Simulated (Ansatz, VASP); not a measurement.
# One calculation of Si, two programs

```
Si
1.0
     4.12095    0.00000    0.00000
    -2.06047    3.56885    0.00000
     0.00000    0.00000    2.65479
Si
2
Direct
  0.33333 0.66667 0.50000
  0.66667 0.33333 0.50000
```

The cell was built by a generator and needn't be a form met in nature.

Alike in both runs: functional r2SCAN50; k mesh 4 × 4 × 5; occupations fermi-dirac, width 0.05 eV; no spin polarisation.

|  | VASP | Ansatz |
| --- | --- | --- |
| version | VASP 6.6.1 | Ansatz 0.2.0 |
| potentials or method | VASP PAW PBE potentials, release 64 (Si) | Ansatz PAW |
| plane-wave cutoff (eV) | 520 | 500 |
| valence electrons in the cell | 8 | 8 |
| task | band structure | single point |

|  | VASP | Ansatz | Ansatz less VASP |
| --- | --- | --- | --- |
| gap on the k mesh at the Fermi level (eV) | none | none | - |
| pressure (GPa) | -5.6 | -4.1 | +1.45 |
| largest component of the traceless stress (GPa) | 8.40 | 7.84 | -0.567 |

A gap of «none» marks a metal or a gap that the smearing closes. The functional is the same, so the differences come from potentials, cutoffs and numerics.

Caveats: the k mesh is coarse (spacing up to 0.47 Å⁻¹), so the values aren't converged, least of all with exact exchange; the PAW data sets were made with another functional, which shifts forces and pressure a little (VASP); the PAW data sets come from PBE, with cores solved anew for the run's functional, which leaves a small shift of forces and pressure (Ansatz); the thresholds are loose for stress (Ansatz).
